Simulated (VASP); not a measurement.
# NbSi2 (P6_222) in VASP: further runs

The runs below take NbSi2 through single point, with PBEsol.

Everything below comes from runs of VASP 6.6.1. Logs are shortened: lines on timing, memory, paths and dates and some standing lists are left out, and cuts for length are marked.

## 1. Starting point

The structure is hexagonal, space group P6_222 (No. 180). The conventional cell has a = 4.819 Å, b = 4.819 Å, c = 6.592 Å, α = 90.00°, β = 90.00°, γ = 120.00°. Nb (site symmetry 222) has 10 Si at 2.62 to 2.84 Å as nearest neighbours. Si (site symmetry 2) is surrounded by 5 Si at 2.57 to 2.84 Å and 5 Nb at 2.62 to 2.84 Å.

## 2. Single point, PBEsol

File INCAR:

```
SYSTEM = NbSi2
ALGO = Normal
EDIFF = 1E-6
ENCUT = 520
GGA = PS
ISIF = 2
ISMEAR = 0
LASPH = .TRUE.
LCHARG = .FALSE.
LREAL = .FALSE.
LWAVE = .FALSE.
NBANDS = 42
NELM = 100
PREC = Accurate
SIGMA = 0.1
```

File KPOINTS:

```
k-points
0
G
  6 6 4
  0 0 0
```

File POSCAR:

```
NbSi2
1.0
    4.8190000000      0.0000000000      0.0000000000
   -2.4095000000      4.1733764208      0.0000000000
    0.0000000000      0.0000000000      6.5920000000
Nb Si
3 6
Direct
    0.5000000000      0.0000000000      0.5000000000
    0.5000000000      0.5000000000      0.8333333333
    0.0000000000      0.5000000000      0.1666666667
    0.1599000000      0.3198000000      0.5000000000
    0.8401000000      0.1599000000      0.8333333333
    0.6802000000      0.8401000000      0.1666666667
    0.8401000000      0.6802000000      0.5000000000
    0.1599000000      0.8401000000      0.8333333333
    0.3198000000      0.1599000000      0.1666666667
```

Potentials or basis: VASP PAW PBE potentials, release 64 (Nb_sv, Si).

On the command line:

```bash
$ cat potpaw_PBE.64/Nb_sv/POTCAR potpaw_PBE.64/Si/POTCAR > POTCAR
$ mpirun -np 1 vasp_std > vasp.out
```

OUTCAR:

```text
SYSTEM = NbSi2
   EDIFF = 1E-6
   ENCUT = 520
   GGA = PS
   ISIF = 2
   ISMEAR = 0
   LASPH = .TRUE.
   LREAL = .FALSE.
   NELM = 100
   PREC = Accurate

 ion  position               nearest neighbor table
   1  0.500  0.000  0.500-   5 2.62   6 2.62   8 2.62   9 2.62   7 2.75   4 2.75   4 2.75   7 2.75
                             4 2.84   7 2.84
   2  0.500  0.500  0.833-   4 2.62   7 2.62   6 2.62   9 2.62   5 2.75   8 2.75   8 2.75   5 2.75
                             8 2.84   5 2.84
   3  0.000  0.500  0.167-   4 2.62   7 2.62   5 2.62   8 2.62   9 2.75   6 2.75   9 2.75   6 2.75
                             6 2.84   9 2.84
   4  0.160  0.320  0.500-   5 2.57   9 2.57   2 2.62   3 2.62   7 2.67   1 2.75   1 2.75   1 2.84
                             7 2.84   7 2.84
   5  0.840  0.160  0.833-   4 2.57   6 2.57   1 2.62   3 2.62   8 2.67   2 2.75   2 2.75   2 2.84
                             8 2.84   8 2.84
   6  0.680  0.840  0.167-   7 2.57   5 2.57   1 2.62   2 2.62   9 2.67   3 2.75   3 2.75   3 2.84
                             9 2.84   9 2.84
   7  0.840  0.680  0.500-   6 2.57   8 2.57   2 2.62   3 2.62   4 2.67   1 2.75   1 2.75   1 2.84
                             4 2.84   4 2.84
   8  0.160  0.840  0.833-   7 2.57   9 2.57   1 2.62   3 2.62   5 2.67   2 2.75   2 2.75   2 2.84
                             5 2.84   5 2.84
   9  0.320  0.160  0.167-   4 2.57   8 2.57   1 2.62   2 2.62   6 2.67   3 2.75   3 2.75   3 2.84
                             6 2.84   6 2.84

  LATTYP: Found a hexagonal cell.
 ALAT       =     4.8190000000
 C/A-ratio  =     1.3679186553

  Lattice vectors:

 A1 = (   4.8190000000,   0.0000000000,   0.0000000000)
 A2 = (  -2.4095000000,   4.1733764208,   0.0000000000)
 A3 = (   0.0000000000,   0.0000000000,   6.5920000000)

Analysis of symmetry for initial positions (statically):
=====================================================================
 Subroutine PRICEL returns:
 Original cell was already a primitive cell.

 Routine SETGRP: Setting up the symmetry group for a
 hexagonal supercell.

 Subroutine GETGRP returns: Found 12 space group operations
 (whereof  4 operations were pure point group operations)
 out of a pool of 24 trial point group operations.

The static configuration has the point symmetry D_2 .
 The point group associated with its full space group is D_6 .

Analysis of symmetry for dynamics (positions and initial velocities):
=====================================================================
 Subroutine PRICEL returns:
 Original cell was already a primitive cell.

 Routine SETGRP: Setting up the symmetry group for a
 hexagonal supercell.

 Subroutine GETGRP returns: Found 12 space group operations
 (whereof  4 operations were pure point group operations)
 out of a pool of 24 trial point group operations.

The dynamic configuration has the point symmetry D_2 .
 The point group associated with its full space group is D_6 .

 Subroutine INISYM returns: Found 12 space group operations
 (whereof  4 operations are pure point group operations),
 and found     1 'primitive' translations

----------------------------------------------------------------------------------------

                                     Primitive cell

  volume of cell :     132.5750

  direct lattice vectors                    reciprocal lattice vectors
     4.819000000  0.000000000  0.000000000     0.207511932  0.119807070  0.000000000
    -2.409500000  4.173376421  0.000000000     0.000000000  0.239614140  0.000000000
     0.000000000  0.000000000  6.592000000     0.000000000  0.000000000  0.151699029

  length of vectors
     4.819000000  4.819000000  6.592000000     0.239614140  0.239614140  0.151699029

  position of ions in fractional coordinates (direct lattice)
     0.500000000  0.000000000  0.500000000
     0.500000000  0.500000000  0.833333333
     0.000000000  0.500000000  0.166666667
     0.159900000  0.319800000  0.500000000
     0.840100000  0.159900000  0.833333333
     0.680200000  0.840100000  0.166666667
     0.840100000  0.680200000  0.500000000
     0.159900000  0.840100000  0.833333333
     0.319800000  0.159900000  0.166666667

  ion indices of the primitive-cell ions
   primitive index   ion index
                 1           1
                 2           2
                 3           3
                 4           4
                 5           5
                 6           6
                 7           7
                 8           8
                 9           9

----------------------------------------------------------------------------------------

 KPOINTS: k-points

Automatic generation of k-mesh.
 Grid dimensions read from file:
 generate k-points for:    6    6    4

 Generating k-lattice:

  Cartesian coordinates                     Fractional coordinates (reciprocal lattice)
     0.034585322  0.019967845  0.000000000     0.166666667  0.000000000  0.000000000
     0.000000000  0.039935690  0.000000000     0.000000000  0.166666667  0.000000000
     0.000000000  0.000000000  0.037924757     0.000000000  0.000000000  0.250000000

  Length of vectors
     0.039935690  0.039935690  0.037924757

  Shift w.r.t. Gamma in fractional coordinates (k-lattice)
     0.000000000  0.000000000  0.000000000

 Subroutine IBZKPT returns following result:
 ===========================================

 Found     21 irreducible k-points:

 Following reciprocal coordinates:
            Coordinates               Weight
  0.000000  0.000000  0.000000      1.000000
  0.166667 -0.000000  0.000000      6.000000
  0.333333 -0.000000  0.000000      6.000000
  0.500000 -0.000000  0.000000      3.000000
  0.166667  0.166667  0.000000      6.000000
  0.333333  0.166667  0.000000     12.000000
[... 13 lines left out ...]
  0.333333  0.166667  0.500000     12.000000
  0.333333  0.333333  0.500000      2.000000
   k-points           NKPTS =     21   k-points in BZ     NKDIM =     21   number of bands    NBANDS=     42
   number of dos      NEDOS =    301   number of ions     NIONS =      9
   total plane-waves  NPLWV =  64800
   dimension x,y,z NGX =    36 NGY =   36 NGZ =   50
   dimension x,y,z NGXF=    72 NGYF=   72 NGZF=  100
   ions per type =               3   6
   NGX,Y,Z   is equivalent  to a cutoff of  12.42, 12.42, 12.61 a.u.
   NGXF,Y,Z  is equivalent  to a cutoff of  24.84, 24.84, 25.22 a.u.
 SYSTEM =  NbSi2
   PREC   = accura    normal or accurate (medium, high low for compatibility)
   ISTART =      0    job   : 0-new  1-cont  2-samecut
   ICHARG =      2    charge: 1-file 2-atom 10-const
   ISPIN  =      1    spin polarized calculation?
   LNONCOLLINEAR =      F non collinear calculations
   LSORBIT =      F    spin-orbit coupling
   LASPH  =      T    aspherical Exc in radial PAW
   ENCUT  =  520.0 eV  38.22 Ry    6.18 a.u.   8.96  8.96 12.26*2*pi/ulx,y,z
   NELM   =    100;   NELMIN=  2; NELMDL= -5     # of ELM steps
   EDIFF  = 0.1E-05   stopping-criterion for ELM
   LREAL  =      F    real-space projection
   EDIFFG = 0.1E-04   stopping-criterion for IOM
   NSW    =      0    number of steps for IOM
   IBRION =     -1    ionic relax: 0-MD 1-quasi-New 2-CG
   NFREE  =      0    steps in history (QN), initial steepest desc. (CG)
   ISIF   =      2    stress and relaxation
   ISYM   =      2    0-nonsym 1-usesym 2-fastsym
   POTIM  = 0.5000    time-step for ionic-motion
   TEBEG  =    0.0;   TEEND  =   0.0 temperature during run
   PSTRESS=    0.0 pullay stress
   NELECT =      63.0000    total number of electrons
   NUPDOWN=      -1.0000    fix difference up-down
   EMIN   =  10.00;   EMAX   =-10.00  energy-range for DOS
   EFERMI =   0.00;   METHOD = LEGACY
   ISMEAR =     0;   SIGMA  =   0.10  broadening in eV -4-tet -1-fermi 0-gaus
   EFERMI_NEDOS =   21; number of points for ismear=-14 and -15
   IALGO  =     38    algorithm
   IMIX   =      4    mixing-type and parameters
     AMIX     =   0.40;   BMIX     =  1.00
     AMIX_MAG =   1.60;   BMIX_MAG =  1.00
  volume/ion in A,a.u.               =      14.73        99.41
  Fermi-wavevector in a.u.,A,eV,Ry     =   1.277520  2.414163 22.205496  1.632058
  Thomas-Fermi vector in A             =   2.410115
   LORBIT       =      0    0 simple, 1 ext, 2 COOP (PROOUT), +10 PAW based schemes
   GGA     = PS    functional components
   LHFCALC =     F    Hartree Fock is set to
   AEXX    =    0.0000 exact exchange contribution
   IVDW    =     0    specifies the selected vdW correction
   LEPSILON=     F    determine dielectric tensor
   LRPA    =     F    only Hartree local field effects (RPA)
 non-spin polarized calculation
 Gauss-broadening in eV      SIGMA  =   0.10
  energy-cutoff  :      520.00
  volume of cell :      132.58
 maximum number of plane-waves:      3600
 NGX is ok and might be reduce to    36
   NGX = 17   NGY = 17   NGZ = 25

 number of electron      63.0000001 magnetization

 Free energy of the ion-electron system (eV)
  ---------------------------------------------------
  ext. energy  EPLUGINS =         0.00000000
  ---------------------------------------------------
  free energy    TOTEN  =       -73.25284824 eV

  energy without entropy =      -73.23323248  energy(sigma->0) =      -73.24304036

 E-fermi :  11.2066     XC(G=0): -12.0369

 val. band max:       11.1683202792   @ k =   0.3333  -0.0000   0.2500
 cond. band min:      11.2469341307   @ k =   0.5000  -0.0000   0.0000
 fundamental gap:      0.0786138515
 Fermi energy:        11.2065581308

 k-point     1 :       0.0000    0.0000    0.0000
  band No.  band energies     occupation
      1     -43.3278      2.00000
      2     -43.2917      2.00000
      3     -43.2917      2.00000
      4     -19.5918      2.00000
      5     -19.5918      2.00000
      6     -19.5858      2.00000
[... 34 lines left out ...]
     41      15.0993      0.00000
     42      15.3659      0.00000
[... 859 lines left out ...]
      2     -43.2977      2.00000
      3     -43.2977      2.00000
      4     -19.6408      2.00000
      5     -19.6161      2.00000
      6     -19.6161      2.00000
[... 34 lines left out ...]
     41      14.5506      0.00000
     42      14.6312      0.00000

------------------------ aborting loop because EDIFF is reached ----------------------------------------

  FORCE on cell =-STRESS in cart. coord.  units (eV):
  Direction    XX          YY          ZZ          XY          YZ          ZX
  --------------------------------------------------------------------------------------
  -------------------------------------------------------------------------------------
  Total       -4.0756194     -4.0756194     -2.1472905     -0.0000000     -0.0000000      0.0000000
  in kB      -49.2541145    -49.2541145    -25.9501393     -0.0000000     -0.0000000      0.0000000
  external PRESSURE =     -41.4861228 kB  Pullay stress =       0.0000000 kB

 VOLUME and BASIS-vectors are now :
 -----------------------------------------------------------------------------
  energy-cutoff  :      520.00
  volume of cell :      132.58
      direct lattice vectors                 reciprocal lattice vectors
     4.819000000  0.000000000  0.000000000     0.207511932  0.119807070  0.000000000
    -2.409500000  4.173376421  0.000000000     0.000000000  0.239614140  0.000000000
     0.000000000  0.000000000  6.592000000     0.000000000  0.000000000  0.151699029

 POSITION                                       TOTAL-FORCE (eV/Angst)
 -----------------------------------------------------------------------------------
      2.40950      0.00000      3.29600         0.000000     -0.000000      0.000000
      1.20475      2.08669      5.49333         0.000000     -0.000000     -0.000000
     -1.20475      2.08669      1.09867         0.000000     -0.000000      0.000000
      0.00000      1.33465      3.29600         0.000000     -0.018050      0.000000
      3.66316      0.66732      5.49333         0.015632     -0.009025     -0.000000
      1.25366      3.50605      1.09867         0.015632      0.009025      0.000000
      2.40950      2.83873      3.29600         0.000000      0.018050      0.000000
     -1.25366      3.50605      5.49333        -0.015632      0.009025      0.000000
      1.15584      0.66732      1.09867        -0.015632     -0.009025      0.000000
 -----------------------------------------------------------------------------------
    total drift:                                0.000000      0.000000      0.000001

  FREE ENERGIE OF THE ION-ELECTRON SYSTEM (eV)
  ---------------------------------------------------
  free  energy   TOTEN  =       -73.2528482416 eV

  energy  without entropy=      -73.2332324823  energy(sigma->0) =      -73.24304036
```

Run time: 73 s. Hardware: 1 thread of AMD EPYC 9R45 (Zen 5), shared host; peak memory 0.25 GiB.

Results:

| Property | Result |
| --- | --- |
| Free energy | -73.2528 eV |
| Pressure | -4.1 GPa |
| Largest force | 0.018 eV/Å |
| Band gap on the k mesh | none (metal or under the smearing width) |

Forces on the atoms (eV/Å):
```
Nb   0.000  0.000  0.000
Nb   0.000  0.000  0.000
Nb   0.000  0.000  0.000
Si   0.000 -0.018  0.000
Si   0.016 -0.009  0.000
Si   0.016  0.009  0.000
Si   0.000  0.018  0.000
Si  -0.016  0.009  0.000
Si  -0.016 -0.009  0.000
```

Stress tensor (GPa, compression positive):
```
-4.93  0.00  0.00
 0.00 -4.93  0.00
 0.00  0.00 -2.60
```

Caveat: the PAW data sets were made with another functional, which shifts forces and pressure a little.

## 3. Single point, PBEsol

This run uses another cell than the first one, of 14.38 Å³/atom, 0.976 times its volume.

File INCAR:

```
  PREC = Accurate
  ENCUT = 520
  EDIFF = 1E-7
  ISMEAR = 0
  SIGMA = 0.1
  LREAL = False
  LASPH = True
  NELM = 100
  ALGO = Fast
  ISIF = 2
  LWAVE = False
  LCHARG = False
  GGA = PS
  NBANDS = 42
```

File KPOINTS:

```
regular mesh
0
Gamma
  9 9 6
```

File POSCAR:

```
NbSi2
1.0
    4.7688539083      0.0000000000      0.0000000000
   -2.3844269542      4.1299486315      0.0000000000
    0.0000000000      0.0000000000      6.5731369722
Nb Si
3 6
Direct
    0.5000000000      0.0000000000      0.5000000000
    0.5000000000      0.5000000000      0.8333333333
    0.0000000000      0.5000000000      0.1666666667
    0.1595600184      0.3191200369      0.5000000000
    0.8404399816      0.1595600184      0.8333333333
    0.6808799631      0.8404399816      0.1666666667
    0.8404399816      0.6808799631      0.5000000000
    0.1595600184      0.8404399816      0.8333333333
    0.3191200369      0.1595600184      0.1666666667
```

Potentials or basis: VASP PAW PBE potentials, release 64 (Nb_sv, Si).

On the command line:

```bash
$ cat potpaw_PBE.64/Nb_sv/POTCAR potpaw_PBE.64/Si/POTCAR > POTCAR
$ mpirun -np 1 vasp_std > vasp.out
```

It took 9 min on 1 thread of Intel Xeon Platinum 8488C (Sapphire Rapids), shared host; peak memory 0.37 GiB.

It converged, with:

```
Free energy            : -73.2923 eV
Pressure               : -0.1 GPa
Band gap on the k mesh : none (metal or under the smearing width)
```

Forces on the atoms (eV/Å):
```
Nb   0.000  0.000  0.000
Nb   0.000  0.000  0.000
Nb   0.000  0.000  0.000
Si   0.000  0.002  0.000
Si  -0.002  0.001  0.000
Si  -0.002 -0.001  0.000
Si   0.000 -0.002  0.000
Si   0.002 -0.001  0.000
Si   0.002  0.001  0.000
```

Levels at points of the mesh, in eV from the Fermi level:
| k point | band 30 | band 31 | band 32 | band 33 | band 34 | band 35 |
| --- | --- | --- | --- | --- | --- | --- |
| (0.00, 0.00, 0.00) | -1.97 | -1.97 | -1.03 | 0.76 | 3.27 | 3.36 |
| (0.00, 0.00, 0.50) | -1.37 | -1.37 | 0.94 | 0.94 | 2.85 | 2.85 |

Caveat: the PAW data sets were made with another functional, which shifts forces and pressure a little.
